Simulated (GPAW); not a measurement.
# MgO (P-6m2) in GPAW: band structure with r2SCAN

Aim: the band structure of MgO with r2SCAN.

Everything below comes from runs of GPAW 26.7.0. Logs are shortened: lines on timing, memory, paths and dates and some standing lists are left out, and cuts for length are marked. The log counts tension as positive stress, the text compression.

## (1) Starting point

The structure is hexagonal, space group P-6m2 (No. 187). The conventional cell has a = 2.938 Å, b = 2.938 Å, c = 2.680 Å, α = 90.00°, β = 90.00°, γ = 120.00°. Around Mg (site symmetry -6m2) lie 6 O at 2.16 Å. O (site symmetry -6m2) is surrounded by 6 Mg at 2.16 Å.

Measurements of this composition are mostly on another form, of space group No. 225.

## (2) Band structure, r2SCAN

run.py

```python
from ase import Atoms
from ase.dft.bandgap import bandgap
from ase.io import write
from ase.units import GPa
from gpaw import GPAW, PW

atoms = Atoms(['Mg', 'O'],
              cell=[[2.9380209034, 0.0, 0.0],
                    [-1.4690104517, 2.5444007392, 0.0],
                    [0.0, 0.0, 2.67968]],
              scaled_positions=[[0.0, 0.0, 0.0],
                                [0.3333333333, 0.6666666667, 0.5]],
              pbc=True)

calc = GPAW(mode=PW(800),
            xc='MGGA_X_R2SCAN+MGGA_C_R2SCAN',
            kpts={'size': (8, 8, 8), 'gamma': True},
            occupations={'name': 'fermi-dirac', 'width': 0.05},
            nbands=16,
            convergence={'density': 1e-05, 'energy': 1e-05},
            maxiter=150,
            txt='gpaw.txt')
atoms.calc = calc
energy = atoms.get_potential_energy()
forces = atoms.get_forces()
stress = atoms.get_stress()
calc.write('gs.gpw')
write('result.traj', atoms)
print(f'Energy: {energy:.6f} eV')
print('Forces (eV/A):')
print(forces.round(4))
print('Stress (GPa):', (stress / GPa).round(3))
print('Fermi level:', round(calc.get_fermi_level(), 4), 'eV')
print(f'Gap: {bandgap(calc)[0]:.4f} eV, direct: {bandgap(calc, direct=True)[0]:.4f} eV')

path = atoms.cell.bandpath('GMKGALHA,LM,KH', npoints=100, eps=1e-4)
bs_calc = calc.fixed_density(kpts=path, symmetry='off', nbands=25,
                             convergence={'bands': 'CBM+6.0', 'eigenstates': 1e-6}, txt='bands.txt')
bs = bs_calc.band_structure()
bs.write('bs.json')
print(f'Gap on the path: {bandgap(bs_calc)[0]:.4f} eV')
```

Potentials or basis: GPAW PAW data sets (gpaw-data 1.2.1), pw.

Started as:

```sh
$ OMP_NUM_THREADS=1 python run.py
```

gpaw.txt:

```text
__  _  _
 | _ |_)|_||  |
 |__||  | ||/\| - 26.7.0

Input parameters:
  mode=PW(ecut=800.0),
  convergence={'density': 1e-05, 'energy': 1e-05},
  kpts=MonkhorstPack(size=(8, 8, 8), gamma=True),
  maxiter=150,
  nbands=16,
  occupations=Occupations(name='fermi-dirac', width=0.05),
  xc=XC(name='MGGA_X_R2SCAN+MGGA_C_R2SCAN')

Diagonalizing LCAO Hamiltonian
Converting LCAO to pw mode

        O

       Mg

Atoms  # Å, Bohr magnetons
|   | symbol |         x |        y |        z |    initial magnetic moments |
|---|--------|-----------|----------|----------|-----------------------------|
| 0 |     Mg |  0.000000 | 0.000000 | 0.000000 | ( 0.0000,  0.0000,  0.0000) |
| 1 |      O | -0.000000 | 1.696267 | 1.339840 | ( 0.0000,  0.0000,  0.0000) |

Unit cell  # Å
| periodic |         x |        y |        z |  lengths |     angles |
|----------|-----------|----------|----------|----------|------------|
|      yes |  2.938021 | 0.000000 | 0.000000 | 2.938021 |  90.000000 |
|      yes | -1.469010 | 2.544401 | 0.000000 | 2.938021 |  90.000000 |
|      yes |  0.000000 | 0.000000 | 2.679680 | 2.679680 | 120.000000 |

Number of symmetries: 12
Symmetry operations  # r_c * U_cc + t_c -> r_c
|    | kind |            matrix            |
|----|------|------------------------------|
|  0 |  σ   |  1, 1, 0,  0,-1, 0,  0, 0, 1 |
|  1 |  C2  |  1, 1, 0,  0,-1, 0,  0, 0,-1 |
|  2 |  E   |  1, 0, 0,  0, 1, 0,  0, 0, 1 |
|  3 |  σ   |  1, 0, 0,  0, 1, 0,  0, 0,-1 |
|  4 |  C3  |  0, 1, 0, -1,-1, 0,  0, 0, 1 |
|  5 |  S3  |  0, 1, 0, -1,-1, 0,  0, 0,-1 |
|  6 |  σ   |  0,-1, 0, -1, 0, 0,  0, 0, 1 |
|  7 |  C2  |  0,-1, 0, -1, 0, 0,  0, 0,-1 |
|  8 |  σ   | -1, 0, 0,  1, 1, 0,  0, 0, 1 |
|  9 |  C2  | -1, 0, 0,  1, 1, 0,  0, 0,-1 |
| 10 |  C3  | -1,-1, 0,  1, 0, 0,  0, 0, 1 |
| 11 |  S3  | -1,-1, 0,  1, 0, 0,  0, 0,-1 |

BZ-sampling:
  Number of BZ points: 512
  Number of IBZ points: 50

  Monkhorst-Pack size: [8, 8, 8]
  Monkhorst-Pack shift: [0.0625, 0.0625, 0.0625]

K-points  # in reciprocal-cell coordinates
|     |                                coordinates |     weight |
|-----|--------------------------------------------|------------|
|   0 | (  0.00000000,   0.00000000,   0.00000000) | 0.00195312 |
|   1 | (  0.00000000,   0.00000000,   0.12500000) | 0.00390625 |
|   2 | (  0.00000000,   0.00000000,   0.25000000) | 0.00390625 |
|   3 | (  0.00000000,   0.00000000,   0.37500000) | 0.00390625 |
|   4 | (  0.00000000,   0.00000000,   0.50000000) | 0.00195312 |
|   5 | (  0.12500000,   0.00000000,   0.00000000) | 0.01171875 |
|   6 | (  0.12500000,   0.00000000,   0.12500000) | 0.02343750 |
|   7 | (  0.12500000,   0.00000000,   0.25000000) | 0.02343750 |
|   8 | (  0.12500000,   0.00000000,   0.37500000) | 0.02343750 |
|   9 | (  0.12500000,   0.00000000,   0.50000000) | 0.01171875 |
| ... |                                            |            |
|  49 | (  0.50000000,   0.50000000,   0.50000000) | 0.00585938 |

Plane wave coefficients: 1056
Cutoff: 800.0 eV

Spin-components: 1 (collinear spins)
Bands:           16
Projectors:      10
Spin-degeneracy: 2
Datatype:        complex128

Parallelization:
  kpt:    1
  domain: 1
  band:   1

Density:
  Valence electrons: 16.0
  Components: 1
  Grid points: [20 20 18]
  Charge: 0.0  # |e|

Potential:
  Grid points: [20 20 18]

species:
  Mg:
    name:    Magnesium
    Z:       12.0
    valence: 10
    core:    2
    charge:  0.0  # [|e|]
    compensation charges:
      type: gauss
      rc: 0.33  # [Å]
      lmax: 2
    cutoffs:
      filter: 1.86  # [Å]
      core: 0.54  # [Å]
    projectors
    | kind |    occ | energy [eV] | rcut [Å] |
    |------|--------|-------------|----------|
    |   2s |  2.000 |     -79.840 |    1.090 |
    |   3s |  2.000 |      -4.705 |    1.090 |
    |   2p |  6.000 |     -46.613 |    1.085 |
    |   3p |  0.000 |      -1.330 |    1.085 |
    |    d |        |       0.000 |    1.037 |

    Using partial waves for Mg as LCAO basis

  O:
    name:    Oxygen
    Z:       8.0
    valence: 6
    core:    2
    charge:  0.0  # [|e|]
    compensation charges:
      type: gauss
      rc: 0.21  # [Å]
      lmax: 2
    cutoffs:
      filter: 1.17  # [Å]
      core: 0.83  # [Å]
    projectors
    | kind |    occ | energy [eV] | rcut [Å] |
    |------|--------|-------------|----------|
    |   2s |  2.000 |     -23.961 |    0.688 |
    |   2p |  4.000 |      -9.029 |    0.598 |
    |    s |        |       3.251 |    0.688 |
    |    p |        |      18.182 |    0.598 |
    |    d |        |       0.000 |    0.619 |

    Using partial waves for O as LCAO basis

Reference energy: -7490.497190  # eV

eigensolver:
  PPCG
  Converge bands: occupied
  niter=2

density mixing:
  MSR1-Mixer
  Pratt-step length: 0.05
  Maximum mixing coefficient: 0.75
  Old densities: 10
  SVD Regularization: 0.005
  Good broyden scale: 1.0
  Trust region scale: 1.0
  Backstep threshold: 4.0
  History deletion threshold: 6.0
  Fourier metric: weight=20.0, sigma=0.015

occupation numbers:
  Fermi-Dirac:
    width: 0.0500  # eV

poisson solver:
  ecut: 6400.0  # eV

xc functional:
  name: MGGA_X_R2SCAN+MGGA_C_R2SCAN with 2 nearest neighbor stencil

convergence criteria:
[... 6 lines left out ...]
|iter     | |      energy | eigst |  dens |
|---------|-|-------------|-------|-------|
|iter:   1| |  -21.015166 | +0.16 |       |
|iter:   2| |  -16.520424 | -1.56 | -0.97 |
|iter:   3| |  -15.692445 | -0.96 | -1.00 |
|iter:   4| |  -15.581340 | -2.04 | -1.42 |
|iter:   5| |  -15.584279 | -2.72 | -1.78 |
|iter:   6| |  -15.584058 | -4.70 | -2.84 |
|iter:   7| |  -15.584077 | -5.54 | -3.30 |
|iter:   8| |  -15.584077c| -7.37 | -4.19 |
|iter:   9| |  -15.584077c| -8.57c| -5.00c|

Converged in 9 steps
Energy contributions relative to reference atoms: (reference = -7490.497190)

Energy contributions:
  Kinetic:          14.294478
  Coulomb:         -11.738687
  Zero:              0.137418
  External:          0.000000
  Xc:              -18.277286
  Entropy:          -0.000000
  Spinorbit:         0.000000
  ----------------------------
  Free energy:     -15.584077
  Extrapolated:    -15.584077

dipole moment: (-2.215189, -3.558627, -3.821076)  # |e|*Ang

Fermi level: 7.234
Eigenvalues  # (at kpt = [0.000, 0.000, 0.000])
| band index |      eig [eV] | occ [0-2] |
|------------|---------------|-----------|
|          0 |       -71.662 |     2.000 |
|          1 |       -36.779 |     2.000 |
|          2 |       -36.779 |     2.000 |
|          3 |       -36.718 |     2.000 |
|          4 |       -13.808 |     2.000 |
|          5 |         3.918 |     2.000 |
[... 8 lines left out ...]
|         14 |        28.535 |     0.000 |
|         15 |        28.535 |     0.000 |

Gap: 3.826 eV
Transition (v -> c):
  (s=0, k=30, n=7, [0.38, 0.38, 0.00]) -> (s=0, k=0, n=8, [0.00, 0.00, 0.00])
Direct/indirect transitions are different
Direct gap: 4.225 eV
Transition at: (s=0, k=0, n=7, [0.00, 0.00, 0.00])

Forces  # eV/Ang
|        x |        y |       z |
|----------|----------|---------|
|  0.00000 | -0.00000 | 0.00000 |  # Mg   0
| -0.00000 |  0.00000 | 0.00000 |  # O    1

Stress tensor  # eV/Ang^3
|        x |        y |        z |
|----------|----------|----------|
| 0.027448 | 0.000000 | 0.000000 |
| 0.000000 | 0.027448 | 0.000000 |
| 0.000000 | 0.000000 | 0.031511 |

# Writing to gs.gpw (mode='')
```

stdout:

```text
Energy: -15.584077 eV
Forces (eV/A):
[[ 0. -0.  0.]
 [-0.  0.  0.]]
Stress (GPa): [4.398 4.398 5.049 0.    0.    0.   ]
Fermi level: 7.2336 eV
Gap: 3.8264 eV, direct: 4.2254 eV
Gap on the path: 3.8179 eV
```

It took 68 s on 1 thread of Arm Neoverse V2, shared host; peak memory 0.28 GiB.

Results:

* Free energy: -15.5841 eV
* Pressure: -4.6 GPa
* Band gap on the k mesh: 3.83 eV, indirect (least direct gap 4.23 eV)
* Band gap along the path: 3.82 eV, indirect (least direct gap 4.23 eV)

Levels at the corners of the path, in eV from the valence-band top:
| point | band 5 | band 6 | band 7 | band 8 | band 9 | band 10 |
| --- | --- | --- | --- | --- | --- | --- |
| Γ | -18.35 | -0.62 | -0.62 | -0.41 | 3.82 | 12.90 |
| M | -17.34 | -4.87 | -1.35 | -0.05 | 7.44 | 11.67 |
| K | -17.21 | -3.68 | -3.67 | 0.00 | 9.30 | 12.51 |
| Γ | -18.35 | -0.62 | -0.62 | -0.41 | 3.82 | 12.90 |
| A | -17.29 | -5.33 | -0.10 | -0.10 | 9.22 | 9.95 |
| L | -16.60 | -3.76 | -3.39 | -0.86 | 6.65 | 12.42 |
| H | -16.51 | -3.57 | -2.52 | -2.51 | 7.14 | 11.66 |
| A | -17.29 | -5.33 | -0.10 | -0.10 | 9.22 | 9.95 |
| L | -16.60 | -3.76 | -3.39 | -0.86 | 6.65 | 12.42 |
| M | -17.34 | -4.87 | -1.35 | -0.05 | 7.44 | 11.67 |
| K | -17.21 | -3.68 | -3.67 | 0.00 | 9.30 | 12.51 |
| H | -16.51 | -3.57 | -2.52 | -2.51 | 7.14 | 11.66 |

Caveat: the PAW data sets were made with another functional, which shifts forces and pressure a little.
